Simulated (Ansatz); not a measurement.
# Piezoelectric response of ZnO (computed with Ansatz 0.2.0)

Space group P6_3mc (No. 186), 4 atoms in the cell of the first input below: a = 3.279 Å, b = 3.279 Å, c = 5.293 Å, α = 90.00°, β = 90.00°, γ = 120.00°.

The structure is a measured one, not always of the ambient phase, relaxed without spin–orbit coupling to zero pressure (pressure 0.0 GPa with this functional, without spin–orbit coupling). Functional: PBE.

Input:

```yaml
crystal:
  lattice:
    - [3.2794401058, 0.0, 0.0]
    - [-1.6397200529, 2.8400784418, 0.0]
    - [0.0, 0.0, 5.2934578093]
  atoms:
    - { symbol: Zn, position: [0.3333333333, 0.6666666667, 0.0015089681] }
    - { symbol: Zn, position: [0.6666666667, 0.3333333333, 0.5015089681] }
    - { symbol: O, position: [0.3333333333, 0.6666666667, 0.3805910319] }
    - { symbol: O, position: [0.6666666667, 0.3333333333, 0.8805910319] }
basis:
  ecutwfc: 420
  ecutrho_ratio: 4
kpoints:
  mp_grid: { grid: [12, 12, 8] }
hamiltonian:
  xc: pbe
scf:
  occupations: { method: fixed }
output:
  forces: true
  stress: true
  eigenvalues: true
  polarization: {}
elastic:
  mode: relaxed_ion
  stencil: two_point
```

```bash
ansatz run input.yaml --threads 4 --pin off --max-ram 9216MiB --backend cpu --events-out ev --progress --plain --runs-dir out
```

Time: 3.9 min on 4 threads of Intel(R) Xeon(R) Platinum 8259CL CPU @ 2.50GHz (Skylake/Cascade Lake), with other jobs on the host, peak memory 0.88 GiB.

Elastic constants with relaxed ions (GPa, engineering shears):

```
       xx     yy     zz    yz    xz    xy
xx  188.0  106.9   92.4   0.0   0.0   0.0
yy  106.9  188.0   92.4   0.0   0.0   0.0
zz   92.4   92.4  200.3   0.0   0.0   0.0
yz    0.0    0.0    0.0  37.0   0.0   0.0
xz    0.0    0.0    0.0   0.0  37.0   0.0
xy    0.0    0.0    0.0   0.0   0.0  40.6
```

Proper piezoelectric stress tensor e (C/m²):

|  | xx | yy | zz | yz | xz | xy |
| --- | --- | --- | --- | --- | --- | --- |
| x | 0.000 | 0.000 | 0.000 | 0.000 | -0.417 | 0.000 |
| y | 0.000 | 0.000 | 0.000 | -0.417 | 0.000 | 0.000 |
| z | -0.558 | -0.558 | 1.079 | 0.000 | 0.000 | 0.000 |

Signs follow the polarity of the cell as typed: the inverted crystal has all signs reversed.

Task: Which piezoelectric strain constant d is largest in size (symmetry may tie others with it)?

Result: d = e C⁻¹ gives d(x; xz) = -11.3 pC/N, tied by symmetry with others.

```tsv
	xx	yy	zz	yz	xz	xy
x	0.0	0.0	0.0	0.0	-11.3	0.0
y	0.0	0.0	0.0	-11.3	0.0	0.0
z	-5.0	-5.0	10.0	0.0	0.0	0.0
```

The shear coefficient is the largest strain response even though its stress coefficient, -0.417 C/m², is the smallest independent one. The reason is elastic: the shear that tilts the polar axis meets a stiffness of only 37.0 GPa, whereas stretching along that axis works against 200.3 GPa. The axial coefficient still reaches 10.0 pC/N because pulling along c also contracts the basal plane, and with e of opposite sign for the two strains, both contributions add.

The axial and transverse d values nearly cancel under hydrostatic stress. This pattern, with a shear coefficient close in size to the axial one, resembles that of zinc blende viewed along its threefold axis, and probably reflects the similar tetrahedral bonding. Microscopically, strain shifts the Zn and O sublattices against each other, and their large dynamical charges turn that shift into polarization, partly offset by the electronic response at clamped ions. The lead of shear over axial response is modest, so the ranking could change with small errors in the soft shear stiffness.
